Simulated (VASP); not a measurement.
A run of VASP 6.6.1 is set up as follows.

INCAR

```
SYSTEM = Pt
PREC = Accurate
ENCUT = 520
EDIFF = 1E-7
ISMEAR = -1
SIGMA = 0.05
LREAL = .FALSE.
LASPH = .TRUE.
NELM = 100
ALGO = Normal
ISIF = 2
LWAVE = .FALSE.
LCHARG = .FALSE.
GGA = PS
NBANDS = 11
```

KPOINTS

```
regular mesh
0
G
  12 12 12
  0 0 0
```

File POSCAR:

```
Pt
1.0
   -0.0133030000      1.9357530000      1.9445300000
    1.9710380000      0.0030350000      1.9281930000
    2.0008850000      1.9492620000     -0.0268110000
Pt
1
Direct
   -0.0132620000      0.0199540000      0.0069400000
```

Potentials or basis: VASP PAW PBE potentials, release 64 (Pt).

Run with:

```bash
$ cat potpaw_PBE.64/Pt/POTCAR > POTCAR
$ mpirun -np 1 vasp_std > vasp.out
```

Question: Estimate the band gap on the k mesh.

Answer: None (metal or under the smearing width).

Question: What does it give for the pressure?

Answer: -0.9 GPa.

Stress tensor (GPa, compression positive):
```
-1.91 -0.60  1.37
-0.60 -0.44  0.59
 1.37  0.59 -0.38
```

Caveat: the PAW data sets were made with another functional, which shifts forces and pressure a little. The run has no spin-orbit coupling, so splittings on Pt are missing.
